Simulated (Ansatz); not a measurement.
**GaN: what the electron mass says about interband coupling**

Theory: DFT PBEsol, scalar-relativistic, plane waves, PAW in Ansatz.

Cutoff 420 eV; k points 12×12×6 on the computed 4-atom cell (Γ-centred); Gaussian smearing, width 0.02 eV; no spin polarisation.

Relaxed cell: P6_3mc, a = 3.183 Å, b = 3.183 Å, c = 5.185 Å, α = 90.00°, β = 90.00°, γ = 120.00°, 4 atoms in the primitive cell.

The direct gap at Γ is 1.875 eV, and at Γ the conduction band has a mass of 0.1733 mₑ and the lightest hole 0.1683 mₑ, both along y.

Task: Use two-band k·p theory to get the Kane energy. As an exercise, what mass follows if the true gap is 1.5 times the computed one (semilocal functionals can miss by more, threefold or worse in zinc and cadmium oxides)?

Result: Coupling to the valence top alone gives mₑ/m* = 1 + E_P/E_g, so E_P = E_g (mₑ/m* − 1) = 1.875 × (5.77 − 1) = 8.9 eV. The light hole is the mirror band, mₑ/mₗₕ = E_P/E_g − 1, and gives 13.0 eV; the spread shows what other bands add. Fits to experiment give about 15 to 31 eV for common tetrahedral semiconductors; the figure from the electron is a net one, lowered by higher conduction bands, and semilocal functionals tend to give less. With E_P fixed and E_g = 2.81 eV the mass becomes 0.239 mₑ: in this model the mass grows with the gap, in proportion where E_P ≫ E_g, which is why functionals that close gaps give light electrons. A correction that opens the gap also strengthens the coupling, so the true mass usually rises less. Remote bands and spin-orbit splitting are left out of the model.